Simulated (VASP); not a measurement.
# Ag (Fm-3m) in VASP: further runs, part 2 of 2

VASP 6.6.1. The steps go on from the part before.

**4. Elastic constants, PBEsol**

Input file POSCAR:

```
Ag
1.0
    0.0000000000      2.0257627203      2.0257627203
    2.0257627203      0.0000000000      2.0257627203
    2.0257627203      2.0257627203      0.0000000000
  Ag
     1
Direct
     0.0000000000000000    0.0000000000000000    0.0000000000000000
```

Input file INCAR.step1:

```
SYSTEM = Ag
PREC = Accurate
ENCUT = 600
EDIFF = 1E-8
ISMEAR = 1
SIGMA = 0.2
LREAL = .False.
LASPH = .True.
NELM = 80
ALGO = Normal
ISIF = 3
LWAVE = .False.
LCHARG = .False.
GGA = PS
KPAR = 2
IBRION = 2
NSW = 40
EDIFFG = -0.002
```

Input file INCAR.step2:

```
SYSTEM = Ag
PREC = Accurate
ENCUT = 600
EDIFF = 1E-8
ISMEAR = 1
SIGMA = 0.2
LREAL = .False.
LASPH = .True.
NELM = 80
ALGO = Normal
ISIF = 3
LWAVE = .False.
LCHARG = .False.
GGA = PS
KPAR = 2
IBRION = 6
NFREE = 2
POTIM = 0.015
NSW = 1
```

Input file KPOINTS:

```
Automatic mesh
0
Gamma
  30 30 30
  0 0 0
```

Potentials or basis: VASP PAW PBE potentials, release 64 (Ag).

The run is started by

```
cat potpaw_PBE.64/Ag/POTCAR > POTCAR
cp INCAR.step1 INCAR
mpirun -np 2 vasp_std > vasp.out
cp CONTCAR POSCAR
cp INCAR.step2 INCAR
mpirun -np 2 vasp_std > vasp.out
```

OUTCAR:

```text
SYSTEM = Ag
   PREC = Accurate
   ENCUT = 600
   EDIFF = 1E-8
   ISMEAR = 1
   LREAL = .False.
   LASPH = .True.
   NELM = 80
   ISIF = 3
   GGA = PS
   IBRION = 6
   NFREE = 2
   POTIM = 0.015
   NSW = 1

 ion  position               nearest neighbor table
   1  0.000  0.000  0.000-

  LATTYP: Found a face centered cubic cell.
 ALAT       =     4.0504939829

  Lattice vectors:

 A1 = (   0.0000000000,   2.0252469915,   2.0252469915)
 A2 = (   2.0252469915,   0.0000000000,   2.0252469915)
 A3 = (   2.0252469915,   2.0252469915,   0.0000000000)

Analysis of symmetry for initial positions (statically):
=====================================================================
 Subroutine PRICEL returns:
 Original cell was already a primitive cell.

 Routine SETGRP: Setting up the symmetry group for a
 face centered cubic supercell.

 Subroutine GETGRP returns: Found 48 space group operations
 (whereof 48 operations were pure point group operations)
 out of a pool of 48 trial point group operations.

The static configuration has the point symmetry O_h .

Analysis of symmetry for dynamics (positions and initial velocities):
=====================================================================
 Subroutine PRICEL returns:
 Original cell was already a primitive cell.

 Routine SETGRP: Setting up the symmetry group for a
 face centered cubic supercell.

 Subroutine GETGRP returns: Found 48 space group operations
 (whereof 48 operations were pure point group operations)
 out of a pool of 48 trial point group operations.

The dynamic configuration has the point symmetry O_h .

 Subroutine INISYM returns: Found 48 space group operations
 (whereof 48 operations are pure point group operations),
 and found     1 'primitive' translations

----------------------------------------------------------------------------------------

                                     Primitive cell

  volume of cell :      16.6136

  direct lattice vectors                    reciprocal lattice vectors
     0.000000000  2.025246991  2.025246991    -0.246883468  0.246883468  0.246883468
     2.025246991  0.000000000  2.025246991     0.246883468 -0.246883468  0.246883468
     2.025246991  2.025246991  0.000000000     0.246883468  0.246883468 -0.246883468

  length of vectors
     2.864131762  2.864131762  2.864131762     0.427614709  0.427614709  0.427614709

  position of ions in fractional coordinates (direct lattice)
     0.000000000  0.000000000  0.000000000

  ion indices of the primitive-cell ions
   primitive index   ion index
                 1           1

----------------------------------------------------------------------------------------

 KPOINTS: Automatic mesh

[... 223 lines left out ...]

 number of electron      11.0000000 magnetization

------------------------ aborting loop because EDIFF is reached ----------------------------------------
[... 65 lines left out ...]
--------------------------------------- Ionic step       15  -------------------------------------------

 number of electron      11.0000000 magnetization

 Free energy of the ion-electron system (eV)
  ---------------------------------------------------
  ext. energy  EPLUGINS =         0.00000000
  ---------------------------------------------------
  free energy    TOTEN  =        -3.30959171 eV

  energy without entropy =       -3.30966332  energy(sigma->0) =       -3.30961558

 E-fermi :   8.6459     XC(G=0): -12.5679

 val. band max:        8.6405391035   @ k =   0.5000   0.1000   0.0000
 cond. band min:       8.6505471293   @ k =   0.5000   0.3000   0.1000
 fundamental gap:      0.0100080258
 Fermi energy:         8.6458812007

 k-point     1 :       0.0000    0.0000    0.0000
  band No.  band energies     occupation
      1       0.5725      2.00000
      2       3.7284      2.00000
      3       3.7284      2.00000
      4       3.7284      2.00000
      5       4.8242      2.00000
      6       4.8242      2.00000
      7      24.6363      0.00000
      8      28.3627      0.00000
      9      28.3627      0.00000
[... 265 lines left out ...]
 k-point    24 :       0.2667    0.0333    0.0000
  band No.  band energies     occupation
      1       2.0584      2.00000
      2       3.8718      2.00000
      3       3.9550      2.00000
      4       3.9907      2.00000
      5       4.9319      2.00000
      6       5.0544      2.00000
      7      19.7055      0.00000
      8      25.1914      0.00000
      9      27.6040      0.00000

 [... further k-points ...]

------------------------ aborting loop because EDIFF is reached ----------------------------------------

  FORCE on cell =-STRESS in cart. coord.  units (eV):
  Direction    XX          YY          ZZ          XY          YZ          ZX
  --------------------------------------------------------------------------------------
  -------------------------------------------------------------------------------------
  Total        0.0005821      0.0005821      0.0005821     -0.0000000      0.0000000      0.0000000
  in kB        0.0561355      0.0561355      0.0561355     -0.0000000      0.0000000      0.0000000
  external PRESSURE =       0.0561355 kB  Pullay stress =       0.0000000 kB
[... 16 lines left out ...]
  FREE ENERGIE OF THE ION-ELECTRON SYSTEM (eV)
  ---------------------------------------------------
  free  energy   TOTEN  =        -3.3095917109 eV

  energy  without entropy=       -3.3096633218  energy(sigma->0) =       -3.30961558

 INTERNAL STRAIN TENSORS FROM STRAINED CELLS
 ============================================

 INTERNAL STRAIN TENSOR FOR ION    1 for displacements in x,y,z  (eV/Angst):
          X           Y           Z          XY          YZ          ZX
  --------------------------------------------------------------------------------
  x     0.00000     0.00000     0.00000    -0.00000     0.00000     0.00000
  y     0.00000     0.00000     0.00000     0.00000     0.00000     0.00000
  z    -0.00000    -0.00000     0.00000     0.00000     0.00000     0.00000

 INTERNAL STRAIN TENSORS FROM DISPLACED ATOMS
 ============================================

 INTERNAL STRAIN TENSOR FOR ION    1 for displacements in x,y,z  (eV/Angst):
          X           Y           Z          XY          YZ          ZX
  --------------------------------------------------------------------------------
  x     0.00000     0.00000     0.00000     0.00000     0.00000     0.00000
  y     0.00000     0.00000     0.00000     0.00000     0.00000     0.00000
  z     0.00000     0.00000     0.00000     0.00000     0.00000     0.00000

 Eigenvectors and eigenvalues of the dynamical matrix
 ----------------------------------------------------

   1 f/i=    0.000000 THz     0.000000 2PiTHz    0.000000 cm-1     0.000000 meV
             X         Y         Z           dx          dy          dz
      0.000000  0.000000  0.000000     1.000000    0.000000    0.000000

   2 f/i=    0.000000 THz     0.000000 2PiTHz    0.000000 cm-1     0.000000 meV
             X         Y         Z           dx          dy          dz
      0.000000  0.000000  0.000000     0.000000    1.000000    0.000000

   3 f/i=    0.000000 THz     0.000000 2PiTHz    0.000000 cm-1     0.000000 meV
             X         Y         Z           dx          dy          dz
      0.000000  0.000000  0.000000     0.000000    0.000000    1.000000

--------------------------------------------------------------------------------------------------------

 ELASTIC MODULI CONTR FROM IONIC RELAXATION (kBar)
 Direction    XX          YY          ZZ          XY          YZ          ZX
 --------------------------------------------------------------------------------
 XX           0.0000      0.0000      0.0000      0.0000      0.0000      0.0000
 YY           0.0000      0.0000      0.0000      0.0000      0.0000      0.0000
 ZZ           0.0000      0.0000      0.0000      0.0000      0.0000      0.0000
 XY           0.0000      0.0000      0.0000      0.0000      0.0000      0.0000
 YZ           0.0000      0.0000      0.0000      0.0000      0.0000      0.0000
 ZX           0.0000      0.0000      0.0000      0.0000      0.0000      0.0000
 --------------------------------------------------------------------------------

 TOTAL ELASTIC MODULI (kBar)
 Direction    XX          YY          ZZ          XY          YZ          ZX
 --------------------------------------------------------------------------------
 XX        1456.2745   1063.4343   1063.4343     -0.0000     -0.0000     -0.0000
 YY        1063.4343   1456.2745   1063.4343      0.0000     -0.0000      0.0000
 ZZ        1063.4343   1063.4343   1456.2745      0.0000      0.0000     -0.0000
 XY          -0.0000      0.0000      0.0000    541.7623     -0.0000      0.0000
 YZ          -0.0000     -0.0000      0.0000     -0.0000    541.7623      0.0000
 ZX          -0.0000      0.0000     -0.0000      0.0000      0.0000    541.7623
 --------------------------------------------------------------------------------
```

OUTCAR.step1:

```text
SYSTEM = Ag
   PREC = Accurate
   ENCUT = 600
   EDIFF = 1E-8
   ISMEAR = 1
   LREAL = .False.
   LASPH = .True.
   NELM = 80
[... 575 lines left out ...]
  -------------------------------------------------------------------------------------
  Total        0.0008707      0.0008707      0.0008707     -0.0000000      0.0000000     -0.0000000
  in kB        0.0839692      0.0839692      0.0839692     -0.0000000      0.0000000     -0.0000000
  external PRESSURE =       0.0839692 kB  Pullay stress =       0.0000000 kB
[... 16 lines left out ...]
  FREE ENERGIE OF THE ION-ELECTRON SYSTEM (eV)
  ---------------------------------------------------
  free  energy   TOTEN  =        -3.3096009235 eV

  energy  without entropy=       -3.3096725280  energy(sigma->0) =       -3.30962479

 reached required accuracy - stopping structural energy minimisation
```

OSZICAR.step1:

```text
N       E                     dE             d eps       ncg     rms          rms(c)
DAV:   1     0.483869580612E+02    0.48387E+02   -0.62713E+03 13744   0.125E+03
DAV:   2    -0.326515199236E+01   -0.51652E+02   -0.49518E+02 13828   0.221E+02
[... 19 lines left out ...]
   2 F= -.33095992E+01 E0= -.33096235E+01  d E =-.172626E-05
       N       E                     dE             d eps       ncg     rms          rms(c)
DAV:   1    -0.330964146425E+01   -0.42282E-04   -0.75449E-04 13766   0.340E-01    0.406E-02
DAV:   2    -0.330960278117E+01    0.38683E-04   -0.17603E-04 13721   0.145E-01    0.126E-02
DAV:   3    -0.330960161392E+01    0.11672E-05   -0.20457E-06 13954   0.144E-02    0.828E-03
DAV:   4    -0.330960091783E+01    0.69609E-06   -0.34755E-07 14285   0.561E-03    0.430E-04
DAV:   5    -0.330960092348E+01   -0.56500E-08   -0.39395E-09  9820   0.683E-04
   3 F= -.33096009E+01 E0= -.33096248E+01  d E =-.345776E-05
```

Run time: 30 min. Hardware: 2 MPI ranks of AMD EPYC 9R45 (Zen 5), shared host; peak memory 2.1 GiB.

What came out:

| Quantity | Value |
| --- | --- |
| Relaxed volume | 16.61 Å³/atom |
| Relaxed cell | a = 2.864 Å, b = 2.864 Å, c = 2.864 Å, α = 60.00°, β = 60.00°, γ = 60.00° |
| Space group after relaxing (to 0.05 Å) | Fm-3m (No. 225) |
| Elastic constants C11, C12, C44 | 146, 106, 54 GPa |
| Voigt bulk modulus | 119 GPa |

Final structure:
```
Ag
1.0
     0.00000    2.02525    2.02525
     2.02525    0.00000    2.02525
     2.02525    2.02525    0.00000
Ag
1
Direct
  0.00000 0.00000 0.00000
```

Elastic tensor in Voigt notation (GPa, in the Cartesian axes of the cell as first typed):
```
146 106 106   0   0   0
106 146 106   0   0   0
106 106 146   0   0   0
  0   0   0  54   0   0
  0   0   0   0  54   0
  0   0   0   0   0  54
```

Clamped-ion elastic tensor (GPa):
```
146 106 106   0   0   0
106 146 106   0   0   0
106 106 146   0   0   0
  0   0   0  54   0   0
  0   0   0   0  54   0
  0   0   0   0   0  54
```

Caveat: the PAW data sets were made with another functional, which shifts forces and pressure a little.
